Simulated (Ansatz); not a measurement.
**Pd in Ansatz: the effect of functional**

The system is Pd.

```xyz
2
Lattice="2.7837 0.0000 0.0000 -1.3918 2.4107 0.0000 0.0000 0.0000 4.6289" Properties=species:S:1:pos:R:3 pbc="T T T"
Pd    0.0000    1.6071    1.1572
Pd    1.3918    0.8036    3.4717
```

This isn't the form of Pd at room conditions, which is fcc.

Alike in all runs:

| Property | Result |
| --- | --- |
| Program | Ansatz 0.2.0 |
| Task | band structure |
| Potentials or basis | Ansatz PAW |
| k mesh | 6 × 6 × 4 |
| Occupations | fermi-dirac, width 0.05 eV |
| Spin | no spin polarisation |

One run gave: pressure -10.9 GPa. Which functional did it use?
A. PBEsol
B. LDA
C. r2SCAN

A.

```tsv
functional	cutoff	pressure (GPa)
LDA	420 eV (not typed: the program's choice for these potentials)	-16.2
PBEsol	420 eV (not typed: the program's choice for these potentials)	-10.9
r2SCAN	500 eV (not typed: the program's choice for these potentials)	-6.5
```

Caveats: all runs use coarse meshes; the PAW data sets come from PBE, with cores solved anew for the run's functional, which leaves a small shift of forces and pressure.
